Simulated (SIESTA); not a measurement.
Runs of SIESTA 5.4.2 on PtS2. It takes space group P-3m1 (No. 164, trigonal). Conventional cell: a = 3.543 Å, b = 3.543 Å, c = 5.039 Å, α = 90.00°, β = 90.00°, γ = 120.00°. Pt (site symmetry -3m) is surrounded by 6 S at 2.34 Å. S (site symmetry 3m) has 3 Pt at 2.34 Å as nearest neighbours. 

| task | level | potentials or basis | gap on the mesh (eV) | pressure (GPa) | largest force (eV/Å) |
| --- | --- | --- | --- | --- | --- |
| band structure | BLYP | PseudoDojo 0.4 standard (PBE files), DZP (energy shift 0.003 Ry; two zetas on semicore shells) | (c) | 22.8 | 2.51 |
| band structure | AM05 | PseudoDojo 0.4 standard (PBEsol files), DZP (energy shift 0.003 Ry; two zetas on semicore shells) | 0.94 | (d) | 1.46 |
| band structure | vdW-DF-cx | PseudoDojo 0.4 standard (PBE files), DZP (energy shift 0.003 Ry; two zetas on semicore shells) | (a) | (b) | 1.93 |
| band structure | LDA | PseudoDojo 0.4 standard (LDA files), DZP (energy shift 0.003 Ry; two zetas on semicore shells) | 0.87 | 6.7 | 1.47 |

Alike in all rows: no spin polarisation; cell as given; k mesh 9 × 9 × 5; smearing fermi-dirac 0.05 eV; grid cutoff 800 Ry; energy shift 0.003 Ry.

Q: Estimate the missing entries.

A: (a) 0.93; (b) 11.4; (c) 0.98; (d) 9.2.

Caveats: short orbitals over semicore shells can move pressures by several GPa; spin-orbit coupling is left out, which moves the levels of the heavy elements; the basis of atomic orbitals isn't converged, which shifts pressures, moduli and gaps; the potentials were made for another functional, which shifts forces and pressure (some runs); forces of over 1 eV/Å show positions far from the minimum, so gaps and moduli don't describe the material at rest (some runs).

A k mesh can miss the band edges, and the runs leave out spin-orbit coupling on Pt.

Runs at the PBE level aren't shown here.
